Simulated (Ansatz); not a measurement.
Here is an Ansatz 0.2.0 calculation.

input.yaml

```yaml
crystal:
  lattice:
    - [0.0, 2.3885, 2.3885]
    - [2.3885, 0.0, 2.3885]
    - [2.3885, 2.3885, 0.0]
  atoms:
    - { symbol: As, position: [0.75, 0.75, 0.75] }
    - { symbol: B, position: [0.0, 0.0, 0.0] }
hamiltonian:
  xc: lda
  pseudopotentials: { kind: paw_fr }
magnetization:
  noncollinear: true
  spin_orbit: true
kpoints:
  mp_grid: { grid: [7, 7, 7] }
  band_path:
    path:
      - [[0.0, 0.0, 0.0], [0.5, 0.0, 0.5], [0.5, 0.25, 0.75], [0.375, 0.375, 0.75], [0.0, 0.0, 0.0], [0.5, 0.5, 0.5], [0.625, 0.25, 0.625], [0.5, 0.25, 0.75], [0.5, 0.5, 0.5], [0.375, 0.375, 0.75]]
      - [[0.625, 0.25, 0.625], [0.5, 0.0, 0.5]]
    npoints: 14
scf:
  occupations: { method: fermi_dirac, width: 0.05 }
  n_extra_bands: 6
output:
  forces: true
  stress: true
  eigenvalues: true
  fatbands: false
  write_density: true
  write_potential: true
  elf: true
  volumetric_format: npy
```

Potentials or basis: Ansatz PAW.

Launch:

```sh
$ ansatz run input.yaml --threads 2 --pin off --max-ram 5632MiB --backend cpu --events-out ev --progress --plain --runs-dir out
```

(1) What does it give for the pressure?

(2) What does it give for the band gap on the k mesh?

Results:

(1) -3.9 GPa.

(2) 1.08 eV, indirect (least direct gap 3.04 eV).

Caveat: the PAW data sets come from PBE, with cores solved anew for the run's functional, which leaves a small shift of forces and pressure.
